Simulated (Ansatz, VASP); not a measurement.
## Cross-check of CdTe between VASP and Ansatz

Aim: how closely do two programs agree when they are given the same cell, functional and k mesh? The cell is taken from a series of VASP runs on this material, whose earlier steps may have relaxed, scaled or displaced it; both programs get it as it stands.

Calculated with Ansatz 0.2.0; plane waves, with VASP 6.6.1 beside it; band structure at HSE06, spin-orbit coupling.

## 1. Set-up

It takes space group F-43m (No. 216, cubic). Conventional cell: a = 6.480 Å, b = 6.480 Å, c = 6.480 Å, α = 90.00°, β = 90.00°, γ = 90.00°. Nearest to Te lie 4 Cd at 2.81 Å. Cd has 4 Te at 2.81 Å nearest. Farther neighbours and most contacts between anions are not listed.

As a file:

```cif
data_structure
_symmetry_space_group_name_H-M 'P 1'
_symmetry_Int_Tables_number 1
_cell_length_a 4.5821
_cell_length_b 4.5821
_cell_length_c 4.5821
_cell_angle_alpha 60.000
_cell_angle_beta 60.000
_cell_angle_gamma 60.000
_cell_volume 68.02
loop_
_atom_site_label
_atom_site_type_symbol
_atom_site_fract_x
_atom_site_fract_y
_atom_site_fract_z
_atom_site_occupancy
Te1 Te 0.75000 0.75000 0.75000 1
Cd2 Cd 0.00000 0.00000 0.00000 1
```

## 2. VASP: band structure, HSE06, spin-orbit coupling

Levels along a path test the potential and the projectors away from the mesh points.

Lines of VASP's logs that name or quote its potential files are left out, and so is its time.

The run reads the wave functions of an earlier VASP run, which isn't shown here.

File INCAR:

```
SYSTEM = CdTe
PREC = Accurate
ENCUT = 350
EDIFF = 1E-06
NELM = 100
ISMEAR = 0
SIGMA = 0.03
LREAL = .FALSE.
ALGO = Normal
LHFCALC = .TRUE.
AEXX = 0.25
GGA = PE
HFSCREEN = 0.2
LASPH = .TRUE.
LNONCOLLINEAR = .TRUE.
MAGMOM = 0 0 0 0 0 0
NBANDS = 30
GGA_COMPAT = .FALSE.
LSORBIT = .TRUE.
PRECFOCK = Fast
LORBIT = 11
LWAVE = .FALSE.
LCHARG = .FALSE.
KPAR = 2
```

File POSCAR:

```
CdTe
1.0
    0.0000000000      3.2400000000      3.2400000000
    3.2400000000      0.0000000000      3.2400000000
    3.2400000000      3.2400000000      0.0000000000
Te Cd
1 1
Direct
    0.7500000000      0.7500000000      0.7500000000
    0.0000000000      0.0000000000      0.0000000000
```

File KPOINTS:

```
Automatic mesh
0
Gamma
3 3 3
0 0 0
```

File KPOINTS_OPT:

```
Line mode
10
Line-mode
Reciprocal
  0.00000000   0.00000000   0.00000000 GAMMA
  0.50000000   0.00000000   0.50000000 X

  0.50000000   0.00000000   0.50000000 X
  0.50000000   0.25000000   0.75000000 W

  0.50000000   0.25000000   0.75000000 W
  0.37500000   0.37500000   0.75000000 K

  0.37500000   0.37500000   0.75000000 K
  0.00000000   0.00000000   0.00000000 GAMMA

  0.00000000   0.00000000   0.00000000 GAMMA
  0.50000000   0.50000000   0.50000000 L

  0.50000000   0.50000000   0.50000000 L
  0.62500000   0.25000000   0.62500000 U

  0.62500000   0.25000000   0.62500000 U
  0.50000000   0.25000000   0.75000000 W

  0.50000000   0.25000000   0.75000000 W
  0.50000000   0.50000000   0.50000000 L

  0.50000000   0.50000000   0.50000000 L
  0.37500000   0.37500000   0.75000000 K

  0.62500000   0.25000000   0.62500000 U
  0.50000000   0.00000000   0.50000000 X
```

PAW data sets: Te and Cd (PBE family, release 64).

Run with:

```bash
$ mpirun -np 4 vasp_ncl
```

Numbers of over 12 decimals in the logs are rounded to 6 here.

What it wrote:

```text
[banner, memory and clock lines left out]
running    4 mpi-ranks, on    1 nodes
 distrk:  each k-point on    2 cores,    2 groups
 distr:  one band on    1 cores,    2 groups

 POSCAR found type information on POSCAR TeCd
 POSCAR found :  2 types and       2 ions
 LDA part: xc-table for (Slater+PW92), standard interpolation
 found WAVECAR, reading the header
 POSCAR, INCAR and KPOINTS ok, starting setup
 FFT: planning ... GRIDC
 FFT: planning ... GRID_SOFT
 FFT: planning ... GRID
 reading WAVECAR
 the WAVECAR file was read successfully
 initial charge from wavefunction
 entering main loop
       N       E                     dE             d eps       ncg     rms          rms(c)
DAV:   1    -0.594399811131E+01   -0.59440E+01   -0.18052E+00   300   0.128E+01    0.101E+01
DAV:   2    -0.594081516380E+01    0.31829E-02   -0.12743E-01   300   0.453E+00    0.672E+00
DAV:   3    -0.593693831802E+01    0.38768E-02   -0.16637E-02   332   0.150E+00    0.422E+00
DAV:   4    -0.593624307933E+01    0.69524E-03   -0.16154E-03   312   0.378E-01    0.255E+00
DAV:   5    -0.593610551670E+01    0.13756E-03   -0.28727E-04   324   0.125E-01    0.155E+00
DAV:   6    -0.593610526888E+01    0.24781E-06   -0.60509E-05   324   0.576E-02    0.941E-01
DAV:   7    -0.593611807261E+01   -0.12804E-04   -0.73439E-06   330   0.229E-02    0.565E-01
DAV:   8    -0.593612861117E+01   -0.10539E-04   -0.23263E-06   324   0.129E-02    0.337E-01
DAV:   9    -0.593613675086E+01   -0.81397E-05   -0.10171E-06   284   0.786E-03    0.199E-01
DAV:  10    -0.593614170840E+01   -0.49575E-05   -0.50197E-07   268   0.512E-03    0.118E-01
DAV:  11    -0.593614476365E+01   -0.30552E-05   -0.23051E-07   216   0.336E-03    0.700E-02
DAV:  12    -0.593614671505E+01   -0.19514E-05   -0.12405E-07   216   0.243E-03    0.413E-02
DAV:  13    -0.593614817863E+01   -0.14636E-05   -0.62316E-08   208   0.171E-03    0.242E-02
DAV:  14    -0.593614892997E+01   -0.75133E-06   -0.27194E-08   174   0.117E-03
   1 F= -.59361489E+01 E0= -.59361489E+01  d E =-.556861E-11  mag=     0.0000    -0.0000    -0.0000
 Start KPOINTS_OPT (optional k-point list driver)
k-point batch [1-5\100]
       N       E                     dE             ncg
DAV:   1     0.163658756867E+03   -0.23397E+02      300
DAV:   2    -0.410902745416E+03   -0.57456E+03      328
DAV:   3    -0.445591536009E+03   -0.34689E+02      330
DAV:   4    -0.446378666088E+03   -0.78713E+00      394
DAV:   5    -0.446389351829E+03   -0.10686E-01      336
DAV:   6    -0.446389603546E+03   -0.25172E-03      378
DAV:   7    -0.446389609953E+03   -0.64064E-05      316
DAV:   8    -0.446389610196E+03   -0.24341E-06      270
[...]
k-point batch [96-100\100]
       N       E                     dE             ncg
DAV:   1     0.767539345578E+02   -0.21763E+04      300
DAV:   2    -0.469745104241E+03   -0.54650E+03      330
DAV:   3    -0.498739803447E+03   -0.28995E+02      392
DAV:   4    -0.499302091602E+03   -0.56229E+00      460
DAV:   5    -0.499306157272E+03   -0.40657E-02      394
DAV:   6    -0.499306187005E+03   -0.29733E-04      442
DAV:   7    -0.499306187339E+03   -0.33440E-06      290
```

From OUTCAR (step 2):

```text
ion  position               nearest neighbor table
   1  0.750  0.750  0.750-   2 2.81   2 2.81   2 2.81   2 2.81
   2  0.000  0.000  0.000-   1 2.81   1 2.81   1 2.81   1 2.81

  LATTYP: Found a face centered cubic cell.
 ALAT       =     6.4800000000

 Subroutine GETGRP returns: Found 24 space group operations
 (whereof 24 operations were pure point group operations)

The static configuration has the point symmetry T_d .

 Found      5 irreducible k-points:

   k-points           NKPTS =      5   k-points in BZ     NKDIM =     27   number of bands    NBANDS=     30

   dimension x,y,z NGX =    28 NGY =   28 NGZ =   28
   dimension x,y,z NGXF=    56 NGYF=   56 NGZF=   56

   ENCUT  =  350.0 eV  25.72 Ry    5.07 a.u.   6.99  6.99  6.99*2*pi/ulx,y,z

   NELECT =      18.0000    total number of electrons

 k-points in reciprocal lattice and weights: Automatic mesh
   0.00000000  0.00000000  0.00000000       0.037
   0.33333333  0.00000000  0.00000000       0.148
  -0.33333333  0.00000000  0.00000000       0.148
   0.33333333  0.33333333  0.00000000       0.222
  -0.33333333  0.33333333  0.00000000       0.444

  exchange ACFDT corr.  =         0.00000000  see jH, gK, PRB 81, 115126

 average (electrostatic) potential at core
       1 -87.3034       2 -32.6251

 E-fermi :   2.2795

 k-point     1 :       0.0000    0.0000    0.0000
  band No.  band energies     occupation
    ...
     14       1.2911      1.00000
     15       2.1479      1.00000
     16       2.1479      1.00000
     17       2.1479      1.00000
     18       2.1479      1.00000
     19       3.4893      0.00000
     20       3.4893      0.00000
     21       7.1309      0.00000
     22       7.1309      0.00000
     23       7.4566      0.00000
    ...

 k-point     2 :       0.3333    0.0000    0.0000
  band No.  band energies     occupation
    ...
     14      -1.9572      1.00000
     15       0.9502      1.00000
     16       0.9502      1.00000
     17       1.4714      1.00000
     18       1.4869      1.00000
     19       4.6471      0.00000
     20       4.6471      0.00000
     21       7.9079      0.00000
     22       7.9079      0.00000
     23       8.0669      0.00000
    ...

 k-point     3 :      -0.3333    0.0000    0.0000
  band No.  band energies     occupation
    ...
     14      -1.9572      1.00000
     15       0.9502      1.00000
     16       0.9502      1.00000
     17       1.4714      1.00000
     18       1.4869      1.00000
     19       4.6471      0.00000
     20       4.6471      0.00000
     21       7.9079      0.00000
     22       7.9079      0.00000
     23       8.0669      0.00000
    ...

  energy-cutoff  :      350.00
  volume of cell :       68.02
      direct lattice vectors                 reciprocal lattice vectors
     0.000000000  3.240000000  3.240000000    -0.154320988  0.154320988  0.154320988
     3.240000000  0.000000000  3.240000000     0.154320988 -0.154320988  0.154320988
     3.240000000  3.240000000  0.000000000     0.154320988  0.154320988 -0.154320988

 POSITION                                       TOTAL-FORCE (eV/Angst)
 -----------------------------------------------------------------------------------
      4.86000      4.86000      4.86000         0.000000      0.000000      0.000000
      0.00000      0.00000      0.00000        -0.000000     -0.000000     -0.000000
 -----------------------------------------------------------------------------------
    total drift:                               -0.000007     -0.000010     -0.000007

  FREE ENERGIE OF THE ION-ELECTRON SYSTEM (eV)
  ---------------------------------------------------
  free  energy   TOTEN  =        -5.9361489300 eV

  energy  without entropy=       -5.9361489300  energy(sigma->0) =       -5.93614893

 Spin-Orbit-Coupling matrix elements
 Ion:    1  E_soc:     -0.1775463
 Ion:    2  E_soc:     -0.0567306

 total charge
# of ion       s       p       d       tot
------------------------------------------
    1        1.295   2.273   0.018   3.586
    2        0.426   0.318   9.563  10.308
--------------------------------------------------
tot          1.721   2.591   9.581  13.894

 magnetization (x)
# of ion       s       p       d       tot
------------------------------------------
    1        0.000  -0.000   0.000  -0.000
    2        0.000   0.000   0.000   0.000
--------------------------------------------------
tot          0.000   0.000   0.000   0.000

 magnetization (y)
# of ion       s       p       d       tot
------------------------------------------
    1        0.000  -0.000   0.000  -0.000
    2       -0.000  -0.000   0.000  -0.000
--------------------------------------------------
tot         -0.000  -0.000   0.000  -0.000

 magnetization (z)
# of ion       s       p       d       tot
------------------------------------------
    1        0.000  -0.000  -0.000  -0.000
    2        0.000   0.000   0.000   0.000
--------------------------------------------------
tot          0.000   0.000  -0.000   0.000

[... 2 further parts left out ...]
```

(Continued in part 2 of 2.)

[Lines on the potential files, build, host, timing and source positions are cut from VASP's logs without a mark.]

[Logs are printed without paths, hosts, clocks, repeated set-up lines and the standing remarks that a program may print on its own settings, such as how far it seeks lower states.]

[Hosts, paths, dates, database ids (printed as entryN), source tags and the programs' standing remarks are cut or masked in the printed files.]
